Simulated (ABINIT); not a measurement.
GaAs:

```
As Ga
1.0
     0.00000    2.82685    2.82685
     2.82685    0.00000    2.82685
     2.82685    2.82685    0.00000
As Ga
1 1
Direct
  0.75000 0.75000 0.75000
  0.00000 0.00000 0.00000
```

Base run:

* Program: ABINIT 10.8.3 (patched build)
* Functional: PW91
* Potentials or basis: JTH PAW PBE v2.0
* Cutoff: 463 eV
* k mesh: 8 × 8 × 8
* Occupations: fermi-dirac, width 0.05 eV
* Spin: no spin polarisation

Its results: band gap on the k mesh 0.45 eV, direct; pressure 3.0 GPa.

Question: After a change of settings the same cell gave: band gap on the k mesh 0.35 eV, direct; pressure 6.6 GPa. Which change was it?
A. functional from PW91 to BLYP
B. functional from PW91 to AM05; potentials or basis from JTH PAW PBE v2.0 to JTH PAW PBE v2.0 sp; valence electrons from 28 to 18
C. functional from PW91 to PBEsol; k mesh from 8 × 8 × 8 to 6 × 6 × 6
D. functional from PW91 to SOGGA; potentials or basis from JTH PAW PBE v2.0 to JTH PAW PBE v2.0 sp; valence electrons from 28 to 18

Answer: A.

BLYP binds less tightly than PW91, so the same cell stands under more pressure.

Caveats: the PAW data sets were made with another functional, which shifts forces and pressure a little.

Not every run made on this cell is shown here.
